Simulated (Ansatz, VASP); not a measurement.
Two plane-wave programs on CdSe

INCAR

```
ALGO     = Normal         # electronic algorithm
EDIFF    = 1E-6           # SCF threshold, eV
EDIFFG   = -0.002         # ionic threshold
ENCUT    = 600            # plane-wave cutoff, eV
GGA      = PE             # functional
IBRION   = 2              # ionic algorithm
ISIF     = 3              # what is computed and relaxed
ISMEAR   = 0              # smearing method
LASPH    = True           # aspherical terms in the spheres
LCHARG   = False          # write CHGCAR
LREAL    = False          # projectors in reciprocal space
LWAVE    = False          # write WAVECAR
NELM     = 100            # most SCF steps
NSW      = 100            # ionic steps
PREC     = Accurate       # precision mode
SIGMA    = 0.02           # smearing width, eV
```

Contents of KPOINTS:

```
k-points
0
Gamma
  10 10 10
```

The input POSCAR:

```
CdSe
1.0
    0.0000000000      3.0500000000      3.0500000000
    3.0500000000      0.0000000000      3.0500000000
    3.0500000000      3.0500000000      0.0000000000
Cd Se
1 1
Direct
    0.0000000000      0.0000000000      0.0000000000
    0.2500000000      0.2500000000      0.2500000000
```

Input for Ansatz:

```yaml
crystal:
  lattice:
    - [0.0, 3.05, 3.05]
    - [3.05, 0.0, 3.05]
    - [3.05, 3.05, 0.0]
  atoms:
    - { symbol: Cd, position: [0.0, 0.0, 0.0] }
    - { symbol: Se, position: [0.25, 0.25, 0.25] }
basis:
  ecutwfc: 600.0
kpoints:
  mp_grid: { grid: [10, 10, 10] }
hamiltonian:
  xc: pbe
  pseudopotentials: { kind: paw, azcp: { folder: soft_1 } }
scf:
  occupations: { method: gaussian, width: 0.02 }
output:
  forces: true
  stress: true
  eigenvalues: true
  write_density: true
  write_potential: true
  elf: true
  volumetric_format: npy
relax:
  adjacent_minimum: "off"
  f_tol: 0.002
  max_steps: 80
  cell: { stress_tol: 0.02 }
```

The cell was built by a generator and needn't be a form met in nature.

Alike in both runs: task relaxation of cell and atoms; functional PBE; k mesh 10 × 10 × 10; occupations gaussian, width 0.02 eV; no spin polarisation.

|  | VASP | Ansatz |
| --- | --- | --- |
| version | VASP 6.6.1 | Ansatz 0.2.0 |
| potentials or method | VASP PAW PBE potentials, release 64 (Cd, Se) | scalar-relativistic, plane waves, PAW |
| plane-wave cutoff (eV) | 600 | 600 |
| valence electrons in the cell | 18 | 36 |

```tsv
	VASP	Ansatz	Ansatz less VASP
gap on the k mesh at the Fermi level, each at its own relaxed structure (eV)	0.48	0.49	+0.010
relaxed volume (Å³/atom)	29.86	29.74	-0.129
relaxed cell length with the largest relative difference (Å)	4.388	4.381	-0.0063
energy change over the relaxation (meV/atom)	-12	-10	+2.1
```

The two sets of potentials don't hold the same shells in valence.
